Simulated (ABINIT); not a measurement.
# Sn (Fd-3m) in ABINIT: settings compared

The runs below take Sn through band structure, equation of state, with LDA, revPBE, WC, HCTH407.

All numbers are computed with ABINIT 10.8.3 (patched build); they aren't measurements. Logs are shortened: lines on timing, memory, paths and dates and some standing lists are left out, and cuts for length are marked. The log counts tension as positive stress, the text compression.

### 1 Starting point

It takes space group Fd-3m (No. 227, cubic). Conventional cell: a = 6.467 Å, b = 6.467 Å, c = 6.467 Å, α = 90.00°, β = 90.00°, γ = 90.00°. Around Sn (site symmetry -43m) lie 4 Sn at 2.80 Å.

This isn't the form of Sn at room conditions, which is tetragonal (white tin).

### 2 Band structure, LDA

run.abi reads:

```
ndtset 2

pp_dirpath "./"
pseudos "Sn.hgh"

acell 3*1.0
rprim
     0.0000000000     6.1101323590     6.1101323590
     6.1101323590     0.0000000000     6.1101323590
     6.1101323590     6.1101323590     0.0000000000
ntypat 1
znucl 50
natom 2
typat 1 1
xcart
     9.1651985385     9.1651985385     9.1651985385
     6.1101323590     6.1101323590     6.1101323590

ecut 16.0

ixc 7

occopt 3
tsmear 0.00183747

nstep 100

iomode 3
prtwf 0
prteig 0
prtebands 0
enunit 1
prtden1 1

kptopt1 1
ngkpt1 7 7 7
nshiftk1 1
shiftk1 0.0 0.0 0.0
nband1 8
tolvrs1 1.0e-10

iscf2 -2
getden2 1
nband2 12
nbdbuf2 2
tolwfr2 1.0e-12
kptopt2 -9
ndivsm2 6
prteig2 1
prtvol2 -3
kptbounds2
     0.0000000000     0.0000000000     0.0000000000
     0.5000000000     0.0000000000     0.5000000000
     0.5000000000     0.2500000000     0.7500000000
     0.3750000000     0.3750000000     0.7500000000
     0.0000000000     0.0000000000     0.0000000000
     0.5000000000     0.5000000000     0.5000000000
     0.6250000000     0.2500000000     0.6250000000
     0.5000000000     0.2500000000     0.7500000000
     0.5000000000     0.5000000000     0.5000000000
     0.3750000000     0.3750000000     0.7500000000
```

Potentials or basis: HGH LDA.

On the command line:

```
$ abinit run.abi > log 2>&1
```

run.abo:

```text
.Version 10.8.3 of ABINIT
 DATASET    1 : space group Fd -3 m (#227); Bravais cF (face-center cubic)
================================================================================
 Values of the parameters that define the memory need for DATASET  1.
     intxc =       0    ionmov =       0      iscf =       7    lmnmax =       6
     lnmax =       6     mgfft =      32  mpssoang =       3    mqgrid =    3001
     natom =       2  nloc_mem =       1    nspden =       1   nspinor =       1
    nsppol =       1      nsym =      48    n1xccc =       0    ntypat =       1
    occopt =       3   xclevel =       1
       mpw =        1416          nfft =       32768          nkpt =          20
================================================================================
================================================================================

 DATASET    2 : space group Fd -3 m (#227); Bravais cF (face-center cubic)
================================================================================
 Values of the parameters that define the memory need for DATASET  2.
     intxc =       0    ionmov =       0      iscf =      -2    lmnmax =       6
     lnmax =       6     mgfft =      32  mpssoang =       3    mqgrid =    3001
     natom =       2  nloc_mem =       1    nspden =       1   nspinor =       1
    nsppol =       1      nsym =      48    n1xccc =       0    ntypat =       1
    occopt =       3   xclevel =       1
       mpw =        1411          nfft =       32768          nkpt =         103
================================================================================
================================================================================

--------------------------------------------------------------------------------
------------- Echo of variables that govern the present computation ------------
--------------------------------------------------------------------------------
 -outvars: echo values of preprocessed input variables --------
            acell      1.0000000000E+00  1.0000000000E+00  1.0000000000E+00 Bohr
              amu      1.18710000E+02
             ecut      1.60000000E+01 Hartree
           enunit           1
           getden1          0
           getden2          1
             iscf1          7
             iscf2         -2
              ixc           7
           jdtset        1    2
           kptopt1          1
           kptopt2         -9
         kptrlatt        7    0    0      0    7    0      0    0    7
          kptrlen1     6.04872243E+01
          kptrlen2     3.00000000E+01
            natom           2
            nband1          8
            nband2         12
           nbdbuf1          0
           nbdbuf2          2
           ndtset           2
           ndivsm1          0
           ndivsm2          6
            ngfft          32      32      32
             nkpt1         20
             nkpt2        103
            nstep         100
             nsym          48
           ntypat           1
           occopt           3
        prtebands           0
           prteig1          0
           prteig2          1
           prtvol1          0
           prtvol2         -3
            prtwf           0
            rprim      0.0000000000E+00  6.1101323590E+00  6.1101323590E+00
                       6.1101323590E+00  0.0000000000E+00  6.1101323590E+00
                       6.1101323590E+00  6.1101323590E+00  0.0000000000E+00
           shiftk1     0.00000000E+00  0.00000000E+00  0.00000000E+00
           shiftk2     5.00000000E-01  5.00000000E-01  5.00000000E-01
          spgroup         227
           tolvrs1     1.00000000E-10
           tolvrs2     0.00000000E+00
           tolwfr1     0.00000000E+00
           tolwfr2     1.00000000E-12
           tsmear      1.83747000E-03 Hartree
            typat      1  1
           xangst      4.8500141967E+00  4.8500141967E+00  4.8500141967E+00
                       3.2333427978E+00  3.2333427978E+00  3.2333427978E+00
[... 42 lines left out ...]
lattice_volume:   4.5622791E+02
convergence: {deltae:  0.000E+00, res2:  0.000E+00, residm:  9.951E-13, diffor:  0.000E+00, }
etotal    :  -7.14034861E+00
entropy   :   0.00000000E+00
fermie    :   3.60710341E-02
cartesian_stress_tensor: null
pressure_GPa: null
xred      :
- [  7.5000E-01,   7.5000E-01,   7.5000E-01, Sn]
- [  5.0000E-01,   5.0000E-01,   5.0000E-01, Sn]
cartesian_forces: null
force_length_stats: {min: null, max: null, mean: null, }
...

 Integrated electronic density in atomic spheres:
 ------------------------------------------------
 Atom  Sphere_radius  Integrated_density
    1        2.00000          1.02513705
    2        2.00000          1.02513705
================================================================================

 ----iterations are completed or convergence reached----

 Mean square residual over all n,k,spin=   36.044E-14; max=  99.513E-14
 reduced coordinates (array xred) for    2 atoms
       0.750000000000      0.750000000000      0.750000000000
       0.500000000000      0.500000000000      0.500000000000

 cartesian coordinates (angstrom) at end:
    1      4.85001419668538     4.85001419668538     4.85001419668538
    2      3.23334279779025     3.23334279779025     3.23334279779025
 length scales=  1.000000000000  1.000000000000  1.000000000000 bohr
              =  0.529177210544  0.529177210544  0.529177210544 angstroms
 Eigenvalues (   eV  ) for nkpt= 103  k points:
 kpt#   1, nband= 12, wtk=  1.00000, kpt=  0.0000  0.0000  0.0000 (reduced coord)
  -9.66019    0.40911    1.07280    1.07280    1.07280    3.24726    3.24726    3.24726
   6.10601    9.06594    9.06594    9.67126
 kpt#   2, nband= 12, wtk=  1.00000, kpt=  0.0294  0.0000  0.0294 (reduced coord)
  -9.64902    0.16487    1.01584    1.01584    1.31289    3.20632    3.31898    3.31898
   6.17333    8.75584    9.07683    9.69405
 kpt#   3, nband= 12, wtk=  1.00000, kpt=  0.0588  0.0000  0.0588 (reduced coord)
  -9.61569   -0.25797    0.86433    0.86433    1.72124    3.09442    3.51459    3.51459
   6.36413    8.26098    9.10953    9.76247
 kpt#   4, nband= 12, wtk=  1.00000, kpt=  0.0882  0.0000  0.0882 (reduced coord)
  -9.56014   -0.70957    0.65605    0.65605    2.14142    2.93573    3.79599    3.79599
   6.65383    7.77163    9.16404    9.87674
 kpt#   5, nband= 12, wtk=  1.00000, kpt=  0.1176  0.0000  0.1176 (reduced coord)
  -9.48253   -1.16716    0.42166    0.42166    2.53786    2.75394    4.13191    4.13191
   7.01784    7.33304    9.24039   10.03716
 kpt#   6, nband= 12, wtk=  1.00000, kpt=  0.1471  0.0000  0.1471 (reduced coord)
  -9.38288   -1.62455    0.18021    0.18021    2.56646    2.88267    4.50258    4.50258
[... 278 lines left out ...]
  -7.60921   -5.51292   -2.06401   -0.67687    2.39116    4.81878    5.71399    6.39005
   8.12566    9.20295   10.03714   12.09502
 kpt# 100, nband= 12, wtk=  1.00000, kpt=  0.4125  0.4125  0.6750 (reduced coord)
  -7.45560   -5.62908   -2.26194   -0.80261    2.33297    5.22092    6.01786    6.11804
   7.95771    9.08732   10.65431   12.32155
 kpt# 101, nband= 12, wtk=  1.00000, kpt=  0.4000  0.4000  0.7000 (reduced coord)
  -7.28749   -5.78062   -2.37860   -0.91665    2.25298    5.22003    6.09775    6.52147
   7.81038    9.02829   11.32307   12.46496
 kpt# 102, nband= 12, wtk=  1.00000, kpt=  0.3875  0.3875  0.7250 (reduced coord)
  -7.11840   -5.95033   -2.41671   -1.01480    2.17531    4.85087    6.54938    6.88955
   7.72509    9.05500   11.93416   12.54955
 kpt# 103, nband= 12, wtk=  1.00000, kpt=  0.3750  0.3750  0.7500 (reduced coord)
  -6.98637   -6.09107   -2.38548   -1.09398    2.11158    4.44692    6.90888    7.17649
   7.82813    9.20717   12.12977   12.76276

== END DATASET(S) ==============================================================
================================================================================

 -outvars: echo values of variables after computation  --------
            acell      1.0000000000E+00  1.0000000000E+00  1.0000000000E+00 Bohr
           etotal1    -7.1403486142E+00
            fcart1    -0.0000000000E+00 -0.0000000000E+00 -0.0000000000E+00
                      -0.0000000000E+00 -0.0000000000E+00 -0.0000000000E+00
            rprim      0.0000000000E+00  6.1101323590E+00  6.1101323590E+00
                       6.1101323590E+00  0.0000000000E+00  6.1101323590E+00
                       6.1101323590E+00  6.1101323590E+00  0.0000000000E+00
           strten1     4.1455825045E-05  4.1455825045E-05  4.1455825045E-05
                       0.0000000000E+00  0.0000000000E+00  0.0000000000E+00
           xangst      4.8500141967E+00  4.8500141967E+00  4.8500141967E+00
                       3.2333427978E+00  3.2333427978E+00  3.2333427978E+00
             xred      7.5000000000E-01  7.5000000000E-01  7.5000000000E-01
                       5.0000000000E-01  5.0000000000E-01  5.0000000000E-01
 Calculation completed.
```

Wall time 23 s (1 thread of Arm Neoverse V1, shared host); peak memory 0.11 GiB.

Results:

- Free energy: -194.2988 eV
- Pressure: -1.2 GPa
- Band gap on the k mesh: none (metal or under the smearing width)
- Valence electrons inside the program's atomic spheres: Sn 1.03 (radii [1.0584] Å)

Levels at the corners of the path, in eV from the Fermi level:
| point | band 1 | band 2 | band 3 | band 4 | band 5 | band 6 | band 7 | band 8 |
| --- | --- | --- | --- | --- | --- | --- | --- | --- |
| Γ | -10.64 | -0.57 | 0.09 | 0.09 | 0.09 | 2.27 | 2.27 | 2.27 |
| X | -7.56 | -7.56 | -2.43 | -2.43 | 0.83 | 0.83 | 7.92 | 7.92 |
| W | -7.50 | -7.50 | -3.03 | -3.03 | 3.56 | 3.56 | 4.09 | 4.09 |
| K | -7.97 | -7.07 | -3.37 | -2.08 | 1.13 | 3.47 | 5.93 | 6.19 |
| Γ | -10.64 | -0.57 | 0.09 | 0.09 | 0.09 | 2.27 | 2.27 | 2.27 |
| L | -9.04 | -6.32 | -1.09 | -1.09 | 0.03 | 3.31 | 3.31 | 5.82 |
| U | -7.97 | -7.07 | -3.37 | -2.08 | 1.13 | 3.47 | 5.93 | 6.19 |
| W | -7.50 | -7.50 | -3.03 | -3.03 | 3.56 | 3.56 | 4.09 | 4.09 |
| L | -9.04 | -6.32 | -1.09 | -1.09 | 0.03 | 3.31 | 3.31 | 5.82 |
| K | -7.97 | -7.07 | -3.37 | -2.08 | 1.13 | 3.47 | 5.93 | 6.19 |

Caveat: spin-orbit coupling is left out, which moves the levels of the heavy elements; HGH potentials are hard and often keep d shells in the core, so these values are rough.

### 3 Band structure, revPBE

run.abi reads:

```
# Datasets: ground state, then fixed potential
ndtset 2

# Pseudopotentials
pp_dirpath "./"
pseudos "Sn.GGA_PBE-JTH_sp.xml"

# Structure
acell 8.64103205 8.64103205 8.64103205
rprim
     0.0000000000     0.7071067812     0.7071067812
     0.7071067812     0.0000000000     0.7071067812
     0.7071067812     0.7071067812     0.0000000000
ntypat 1
znucl 50
natom 2
typat 1 1
xred
     0.7500000000     0.7500000000     0.7500000000
     0.5000000000     0.5000000000     0.5000000000

# Plane-wave basis
ecut 408.170794 eV
pawecutdg 30.0

# Exchange and correlation
ixc 14

# Bands and occupations
occopt 3
tsmear 0.00183747

# SCF cycle
nstep 100

# Output
iomode 3
prtwf 0
prteig 0
prtebands 0
prtden1 1

# Dataset 1
kptopt1 1
ngkpt1 7 7 7
nshiftk1 1
shiftk1 0.0 0.0 0.0
nband1 8
tolvrs1 1.0e-9

# Dataset 2: bands along G-X-W-K-G-L-U-W-L-K
iscf2 -2
getden2 1
nband2 12
nbdbuf2 2
tolwfr2 1.0e-12
kptopt2 -9
ndivsm2 8
prteig2 1
prtvol2 -3
kptbounds2
     0.0000000000     0.0000000000     0.0000000000
     0.5000000000     0.0000000000     0.5000000000
     0.5000000000     0.2500000000     0.7500000000
     0.3750000000     0.3750000000     0.7500000000
     0.0000000000     0.0000000000     0.0000000000
     0.5000000000     0.5000000000     0.5000000000
     0.6250000000     0.2500000000     0.6250000000
     0.5000000000     0.2500000000     0.7500000000
     0.5000000000     0.5000000000     0.5000000000
     0.3750000000     0.3750000000     0.7500000000
```

Potentials or basis: JTH PAW PBE v2.0 sp.

On the command line:

```
$ abinit run.abi > log 2>&1
```

Run time: 35 s. Hardware: 1 thread of Arm Neoverse V1, shared host; peak memory 0.14 GiB.

Results (log left out):

| Item | Value |
| --- | --- |
| Free energy | -194.1608 eV |
| Band gap on the k mesh | none (metal or under the smearing width) |

Levels at the corners of the path, in eV from the Fermi level:
| point | band 1 | band 2 | band 3 | band 4 | band 5 | band 6 | band 7 | band 8 |
| --- | --- | --- | --- | --- | --- | --- | --- | --- |
| Γ | -10.67 | -0.48 | 0.06 | 0.06 | 0.06 | 2.16 | 2.16 | 2.16 |
| X | -7.57 | -7.57 | -2.52 | -2.52 | 0.82 | 0.82 | 7.86 | 7.86 |
| W | -7.51 | -7.51 | -3.11 | -3.11 | 3.50 | 3.50 | 4.09 | 4.09 |
| K | -7.98 | -7.08 | -3.44 | -2.16 | 1.11 | 3.42 | 5.89 | 6.09 |
| Γ | -10.67 | -0.48 | 0.06 | 0.06 | 0.06 | 2.16 | 2.16 | 2.16 |
| L | -9.05 | -6.34 | -1.16 | -1.16 | 0.05 | 3.23 | 3.23 | 5.83 |
| U | -7.98 | -7.08 | -3.44 | -2.16 | 1.11 | 3.42 | 5.89 | 6.09 |
| W | -7.51 | -7.51 | -3.11 | -3.11 | 3.50 | 3.50 | 4.09 | 4.09 |
| L | -9.05 | -6.34 | -1.16 | -1.16 | 0.05 | 3.23 | 3.23 | 5.83 |
| K | -7.98 | -7.08 | -3.44 | -2.16 | 1.11 | 3.42 | 5.89 | 6.09 |

Caveat: the cutoff is too short for stress, so the log's stress isn't used; the PAW data sets were made with another functional, which shifts forces and pressure a little; spin-orbit coupling is left out, which moves the levels of the heavy elements; this set keeps more shells in the core, which shifts pressures and gaps; the atomic spheres overlap.

### 4 Equation of state, WC

run.abi reads:

```
# Datasets: one volume each
ndtset 7
getwfk -1
scalecart1 3*0.9795861087
scalecart2 3*0.9864848297
scalecart3 3*0.9932883884
scalecart4 3*1.0000000000
scalecart5 3*1.0066227096
scalecart6 3*1.0131594038
scalecart7 3*1.0196128224

# Pseudopotentials
pp_dirpath "./"
pseudos "Sn.GGA_PBE-JTH_sp.xml"

# Structure
acell 3*1.0
rprim
     0.0000000000     6.1101323590     6.1101323590
     6.1101323590     0.0000000000     6.1101323590
     6.1101323590     6.1101323590     0.0000000000
ntypat 1
znucl 50
natom 2
typat 1 1
xred
     0.7500000000     0.7500000000     0.7500000000
     0.5000000000     0.5000000000     0.5000000000

# Plane-wave basis
ecut 15.0
pawecutdg 30.0

# k points
kptopt 1
ngkpt 7 7 7
nshiftk 1
shiftk 0.0 0.0 0.0

# Exchange and correlation
ixc 23

# Bands and occupations
nband 8
occopt 3
tsmear 0.00183747

# SCF cycle
nstep 100
tolvrs 1.0e-9

# Output
iomode 3
prtwf 1
prtden 0
prteig 0
prtebands 0
enunit 2
```

On the command line:

```
$ abinit run.abi > log 2>&1
```

Wall time 44 s (1 thread of Arm Neoverse V1, shared host); peak memory 0.14 GiB.

Results (log left out):

```yaml
Equilibrium_volume: 35.15 Å³/atom
Bulk_modulus: 42 GPa
Pressure_derivative_of_the_bulk_modulus: 5.0
```

Energy against volume, from the lowest point:
```csv
volume (Å³/atom),energy (meV/atom)
31.775,51.63
32.451,31.68
33.127,17.09
33.803,7.28
34.479,1.75
35.155,0.00
35.831,1.62
```

Caveat: the cutoff is too short for stress, so the log's stress isn't used; pressures at fixed basis lie under the slope of the energies; the PAW data sets were made with another functional, which shifts forces and pressure a little; this set keeps more shells in the core, which shifts pressures and gaps; the atomic spheres overlap.

### 5 Band structure, HCTH407

run.abi reads:

```
ndtset 2

pp_dirpath "./"
pseudos "Sn.GGA_PBE-JTH_sp.xml"

acell 3*1.0
rprim
     0.0000000000     6.1101323590     6.1101323590
     6.1101323590     0.0000000000     6.1101323590
     6.1101323590     6.1101323590     0.0000000000
ntypat 1
znucl 50
natom 2
typat 1 1
xred
     0.7500000000     0.7500000000     0.7500000000
     0.5000000000     0.5000000000     0.5000000000

ecut 15.0
pawecutdg 30.0

ixc 27

occopt 3
tsmear 0.00183747

nstep 100

iomode 3
prtwf 0
prteig 0
prtebands 0
enunit 1
prtden1 1

kptopt1 1
ngkpt1 7 7 7
nshiftk1 1
shiftk1 0.0 0.0 0.0
nband1 8
tolvrs1 1.0e-9

iscf2 -2
getden2 1
nband2 12
nbdbuf2 2
tolwfr2 1.0e-12
kptopt2 -9
ndivsm2 6
prteig2 1
prtvol2 -3
kptbounds2
     0.0000000000     0.0000000000     0.0000000000
     0.5000000000     0.0000000000     0.5000000000
     0.5000000000     0.2500000000     0.7500000000
     0.3750000000     0.3750000000     0.7500000000
     0.0000000000     0.0000000000     0.0000000000
     0.5000000000     0.5000000000     0.5000000000
     0.6250000000     0.2500000000     0.6250000000
     0.5000000000     0.2500000000     0.7500000000
     0.5000000000     0.5000000000     0.5000000000
     0.3750000000     0.3750000000     0.7500000000
```

On the command line:

```
$ abinit run.abi > log 2>&1
```

Wall time 32 s (1 thread of Arm Neoverse V1, shared host); peak memory 0.12 GiB.

It converged, with:

```yaml
Free_energy: -196.1677 eV
Band_gap_on_the_k_mesh: none (metal or under the smearing width)
```

Levels at the corners of the path, in eV from the Fermi level:
```tsv
point	band 1	band 2	band 3	band 4	band 5	band 6	band 7	band 8
Γ	-10.67	-0.70	0.01	0.01	0.01	2.20	2.20	2.20
X	-7.62	-7.62	-2.46	-2.46	1.07	1.07	7.75	7.75
W	-7.57	-7.57	-2.98	-2.98	3.51	3.51	4.32	4.32
K	-8.03	-7.13	-3.30	-2.12	1.32	3.54	5.94	6.06
Γ	-10.67	-0.70	0.01	0.01	0.01	2.20	2.20	2.20
L	-9.09	-6.32	-1.17	-1.17	0.09	3.32	3.32	6.37
U	-8.03	-7.13	-3.30	-2.12	1.32	3.54	5.94	6.06
W	-7.57	-7.57	-2.98	-2.98	3.51	3.51	4.32	4.32
L	-9.09	-6.32	-1.17	-1.17	0.09	3.32	3.32	6.37
K	-8.03	-7.13	-3.30	-2.12	1.32	3.54	5.94	6.06
```

Caveat: the cutoff is too short for stress, so the log's stress isn't used; the PAW data sets were made with another functional, which shifts forces and pressure a little; spin-orbit coupling is left out, which moves the levels of the heavy elements; this set keeps more shells in the core, which shifts pressures and gaps; the atomic spheres overlap.

### 6 Overview

| task | level | gap on the mesh (eV) |
| --- | --- | --- |
| band structure | revPBE | none |
| equation of state | WC | - |
| band structure | HCTH407 | none |

Alike in all rows: potentials or basis JTH PAW PBE v2.0 sp; no spin polarisation; cell as given; k mesh 7 × 7 × 7; cutoff (eV) 408; smearing fermi-dirac 0.05 eV.

Caveats: the PAW data sets were made with another functional, which shifts forces and pressure a little; this set keeps more shells in the core, which shifts pressures and gaps; the atomic spheres overlap; spin-orbit coupling is left out, which moves the levels of the heavy elements (some runs); pressures at fixed basis lie under the slope of the energies (some runs).

Total energies depend on the potentials used, so only differences within one code and one set of settings carry meaning.
